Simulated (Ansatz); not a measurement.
# How much does Al in W(100), 2x2 scatter?, part 3 of 3

How strong a scatterer is Al in W(100), 2x2, and does relaxation matter?

Ansatz 0.2.0; Ansatz plane-wave DFT, PBE, PAW files; ballistic transport by layer matching (Landauer), zero bias; PAW set soft_1 (the session's first sound run).

So far. Step 3 (Resistance at ideal sites): Averaged over the energies near the Fermi level, 62.8 % of the channels pass, which makes 0.586 fΩ m². Step 4 (Relaxing the neighbours): The largest force component on a free atom ends at 0.012 eV/Å, under the tolerance of 0.03, after 4 steps.

### 5. Transmission after relaxation, relaxed yes

The transmission is solved again on the relaxed atoms.

This step: Ansatz plane-wave DFT, PBE, PAW files; ballistic transport by layer matching (Landauer), zero bias; PAW set soft_1 (Ansatz 0.2.0).

File input.yaml:

```yaml
crystal:
  lattice:
    - [6.3296, 0.0, 0.0]
    - [0.0, 6.3296, 0.0]
    - [0.0, 0.0, 28.4832]
  atoms:
    - { symbol: W, position: [0.0, 0.0, 0.0277777778] }
    - { symbol: W, position: [0.0, 0.5, 0.0277777778] }
    - { symbol: W, position: [0.5, 0.0, 0.0277777778] }
    - { symbol: W, position: [0.5, 0.5, 0.0277777778] }
    - { symbol: W, position: [0.25, 0.25, 0.0833333333] }
    - { symbol: W, position: [0.25, 0.75, 0.0833333333] }
    - { symbol: W, position: [0.75, 0.25, 0.0833333333] }
    - { symbol: W, position: [0.75, 0.75, 0.0833333333] }
    - { symbol: W, position: [0.0, 0.0, 0.1388888889] }
    - { symbol: W, position: [0.0, 0.5, 0.1388888889] }
    - { symbol: W, position: [0.5, 0.0, 0.1388888889] }
    - { symbol: W, position: [0.5, 0.5, 0.1388888889] }
    - { symbol: W, position: [0.25, 0.25, 0.1944444444] }
    - { symbol: W, position: [0.25, 0.75, 0.1944444444] }
    - { symbol: W, position: [0.75, 0.25, 0.1944444444] }
    - { symbol: W, position: [0.75, 0.75, 0.1944444444] }
    - { symbol: W, position: [0.0, 0.0, 0.25] }
    - { symbol: W, position: [0.0, 0.5, 0.25] }
    - { symbol: W, position: [0.5, 0.0, 0.25] }
    - { symbol: W, position: [0.5, 0.5, 0.25] }
    - { symbol: W, position: [0.25, 0.25, 0.3061612736] }
    - { symbol: W, position: [0.25, 0.75, 0.3056181558] }
    - { symbol: W, position: [0.75, 0.25, 0.3056181558] }
    - { symbol: W, position: [0.75, 0.75, 0.3060019342] }
    - { symbol: W, position: [0.000104856, 0.000104856, 0.3612463288] }
    - { symbol: W, position: [0.000104856, 0.499895144, 0.3612463288] }
    - { symbol: W, position: [0.499895144, 0.000104856, 0.3612463288] }
    - { symbol: W, position: [0.499895144, 0.499895144, 0.3612463288] }
    - { symbol: W, position: [0.25, 0.25, 0.4183190717] }
    - { symbol: W, position: [0.25, 0.75, 0.4167869328] }
    - { symbol: W, position: [0.75, 0.25, 0.4167869328] }
    - { symbol: W, position: [0.75, 0.75, 0.416899192] }
    - { symbol: W, position: [-0.0014352086, -0.0014352086, 0.472047475] }
    - { symbol: W, position: [-0.0014352086, 0.5014352086, 0.472047475] }
    - { symbol: W, position: [0.5014352086, -0.0014352086, 0.472047475] }
    - { symbol: W, position: [0.5014352086, 0.5014352086, 0.472047475] }
    - { symbol: Al, position: [0.25, 0.25, 0.5278846608] }
    - { symbol: W, position: [0.25, 0.75, 0.5278800336] }
    - { symbol: W, position: [0.75, 0.25, 0.5278800336] }
    - { symbol: W, position: [0.75, 0.75, 0.5279044808] }
    - { symbol: W, position: [-0.0014181371, -0.0014181371, 0.5837294858] }
    - { symbol: W, position: [-0.0014181371, 0.5014181371, 0.5837294858] }
    - { symbol: W, position: [0.5014181371, -0.0014181371, 0.5837294858] }
    - { symbol: W, position: [0.5014181371, 0.5014181371, 0.5837294858] }
    - { symbol: W, position: [0.25, 0.25, 0.6374993148] }
    - { symbol: W, position: [0.25, 0.75, 0.6389729994] }
    - { symbol: W, position: [0.75, 0.25, 0.6389729994] }
    - { symbol: W, position: [0.75, 0.75, 0.6389050627] }
    - { symbol: W, position: [0.0001254504, 0.0001254504, 0.6945185052] }
    - { symbol: W, position: [0.0001254504, 0.4998745496, 0.6945185052] }
    - { symbol: W, position: [0.4998745496, 0.0001254504, 0.6945185052] }
    - { symbol: W, position: [0.4998745496, 0.4998745496, 0.6945185052] }
    - { symbol: W, position: [0.25, 0.25, 0.75] }
    - { symbol: W, position: [0.25, 0.75, 0.75] }
    - { symbol: W, position: [0.75, 0.25, 0.75] }
    - { symbol: W, position: [0.75, 0.75, 0.75] }
    - { symbol: W, position: [0.0, 0.0, 0.8055555556] }
    - { symbol: W, position: [0.0, 0.5, 0.8055555556] }
    - { symbol: W, position: [0.5, 0.0, 0.8055555556] }
    - { symbol: W, position: [0.5, 0.5, 0.8055555556] }
    - { symbol: W, position: [0.25, 0.25, 0.8611111111] }
    - { symbol: W, position: [0.25, 0.75, 0.8611111111] }
    - { symbol: W, position: [0.75, 0.25, 0.8611111111] }
    - { symbol: W, position: [0.75, 0.75, 0.8611111111] }
    - { symbol: W, position: [0.0, 0.0, 0.9166666667] }
    - { symbol: W, position: [0.0, 0.5, 0.9166666667] }
    - { symbol: W, position: [0.5, 0.0, 0.9166666667] }
    - { symbol: W, position: [0.5, 0.5, 0.9166666667] }
    - { symbol: W, position: [0.25, 0.25, 0.9722222222] }
    - { symbol: W, position: [0.25, 0.75, 0.9722222222] }
    - { symbol: W, position: [0.75, 0.25, 0.9722222222] }
    - { symbol: W, position: [0.75, 0.75, 0.9722222222] }
kpoints:
  mp_grid: { grid: [4, 4, 1] }
hamiltonian:
  xc: pbe
  pseudopotentials: { kind: paw, azcp: { folder: soft_1 } }
scf:
  occupations: { method: fermi_dirac, width: 0.1 }
output:
  transmission: { leads: [[0, 4]], kmesh: [8, 8], e_range: [-0.05, 0.05], de: 0.05 }
  write_potential: true
  write_density: true
  volumetric_format: npy
```

Run with:

```
> ansatz run input.yaml --threads 4 --pin off --max-ram 15360MiB --backend cpu --events-out ev --progress --plain --runs-dir out
```

Numbers of over 12 decimals in the logs are rounded to 6 here.

The program printed:

```text
[...]
Crystal: 72 atoms, lattice volume = 1141.146 Å³
Basis set: ecut = 420 eV, 22299 PW (Γ)
Bands: 599, of which v1, the nominal top of the filled ones, is band 499 counted from 1 (498 counted from 0)
Symmetry: 8 space group operations
[...]
k-points: 6 of 16
[...]
SCF iter   1: F=—  HF=-737964.164713 eV  |F-HF|=—  |Δ(HF+E_count)|=         —  Δρ=6.79e-2  dr2=1.37e3  ethr=3.10e-3  ⟨swp⟩=5.7  Hψ=13446  notcnv=0
[...]
SCF iter   9: F=-737937.972093 eV  HF=-737937.972093 eV  |F-HF|=7.65e-8  |Δ(HF+E_count)|=   2.41e-7  Δρ=1.09e-6  dr2=8.25e-8  ethr=1.00e-11  ⟨swp⟩=5.0  Hψ=10442  notcnv=0
SCF 1 converged in 9 iterations: F = -737937.972093 eV  dr2 = 8.25e-8
[...]
transmission: 60 of 540 steps passed
transmission: 108 of 540 steps passed
[...]
transmission: 540 of 540 steps passed
SCF converged after 9 iterations
Free energy (F): -737937.972093 eV
[...]
Internal energy: -737936.837881 eV  (E = F + TS)
E sigma→0 (E₀):  -737937.404987 eV
Entropy (-TS):   -1.134212 eV (-15.753 meV/atom)
Fermi energy:    22.185490 eV
[...]
--- Band table (eV; the first three rows and the last of 6) ---
  k-point 0: bands = [... 495 lower, 22.1503, 22.1548, 22.1548, 22.1679, 22.1979, 22.2094, 22.2775, 22.2775, ... 96 higher]
  k-point 1: bands = [... 495 lower, 22.0778, 22.1441, 22.1629, 22.1751, 22.1905, 22.1989, 22.2285, 22.2672, ... 96 higher]
  k-point 2: bands = [... 495 lower, 22.0685, 22.2994, 22.3019, 22.3145, 22.3372, 22.3863, 22.4106, 22.4598, ... 96 higher]
  k-point 5: bands = [... 495 lower, 21.5192, 21.5445, 21.6683, 21.9934, 21.9934, 22.3436, 22.3436, 22.3512, ... 96 higher]
--- Transmission ---
  basis      : 349 plane waves across, 36 finite elements along
  points     : 15, standing for a mesh of 8 x 8
[...]
channels       : 5.281250e0 a spin
[...]
slowest decay  : 0.0381 /Å at (0.5000, 0.5000)
  junction   : crystal 0 to crystal 0, -0.70 to 26.20 Å
    transmission   : 3.289928e0 a spin
[...]
```

The job ended after 12 min (4 threads of Arm Neoverse V1, shared host; peak memory 8.6 GiB; 43 min of CPU time).

Numbers from this step:

```yaml
energy_at_zero_smearing: -737937.4050 eV
transmission_per_spin_nearest_the_fermi_level: 3.290
step_of_the_lead_s_potential: 6.9 meV
```

Per spin. Transmission, zone mean against energy, zero at the Fermi level:

| energy (eV) | transmission, zone mean |
| --- | --- |
| -0.0500 | 3.15 |
| 0.0000 | 3.29 |
| 0.0500 | 3.37 |

Transmission over k1 and k2. At 0.0000 eV from the Fermi level.

Values, 8 rows by 8 columns:
```
 0.5  0.9  1.6  2.5  3.5  2.5  1.6  0.9
 1.9  1.6  1.0  3.2  5.4  3.2  1.0  1.6
 2.1  2.5  3.2  8.4 10.4  8.4  3.2  2.5
 2.5  3.5  5.4 10.4 10.8 10.4  5.4  3.5
 2.1  2.5  3.2  8.4 10.4  8.4  3.2  2.5
 1.9  1.6  1.0  3.2  5.4  3.2  1.0  1.6
 0.5  0.9  1.6  2.5  3.5  2.5  1.6  0.9
 0.0  0.5  1.9  2.1  2.5  2.1  1.9  0.5
```
Columns: k1 (b1) from -0.5 to 0.375; rows upwards: k2 (b2) from -0.5 to 0.375.

Over the solved energies the transmission per spin lies between 3.15 and 3.37, out of 5.20 channels of the lead on average (up to 5.66).

### 6. Resistance after relaxation

This step: Ansatz plane-wave DFT, PBE, PAW files; ballistic transport by layer matching (Landauer), zero bias; area resistance of the defect plane and resistivity an atomic per cent; PAW set soft_1 (Ansatz 0.2.0).

Numbers from this step:

* area resistance: 0.5867 fΩ m²
* T over the leads' mean channel count: 0.6290
* resistivity per at.% scaled from this dense plane, with the factor 3/4 for isotropic scattering: 11.12 µΩ cm

Averaged over the energies near the Fermi level, 62.9 % of the channels pass, which makes 0.587 fΩ m², against 0.586 on ideal sites.

### 7. Summary of results

```json
{
 "share of channels that pass, rigid": "0.628",
 "area resistance, rigid": "0.586 fΩ m²",
 "resistivity per at.% from the area resistance, times 3/4, rigid": "11.1 µΩ cm",
 "share of channels that pass, relaxed": "0.629",
 "area resistance, relaxed": "0.587 fΩ m²",
 "resistivity per at.% from the area resistance, times 3/4, relaxed": "11.1 µΩ cm"
}
```

**Reading.** The plane of defects adds 0.59 fΩ m². Scaled to one atomic per cent that is 15 µΩ cm as it stands and 11 with the factor 3/4 for isotropic scattering on a spherical Fermi surface; with the reflection in place of the resistance taken as linear in the density it would be 7.0. These are rough estimates of the dilute value, not bounds. One Al in each 2x2 cell reflects 37 % of the lead's channels. The relaxed cell differs by 0.11 % in resistance; between the two runs the lead's own channel count goes from 5.22 to 5.20, so sampling may have a part in it. The defects form a dense periodic sheet that scatters coherently, unlike a dilute random alloy. T and N are means over the solved energies nearest the Fermi level. Spin-orbit coupling is left out, which matters for W.

[Logs are printed without paths, hosts, clocks, repeated set-up lines and the standing remarks that a program may print on its own settings, such as how far it seeks lower states.]

[Hosts, paths, dates, database ids (printed as entryN), source tags and the programs' standing remarks are cut or masked in the printed files.]
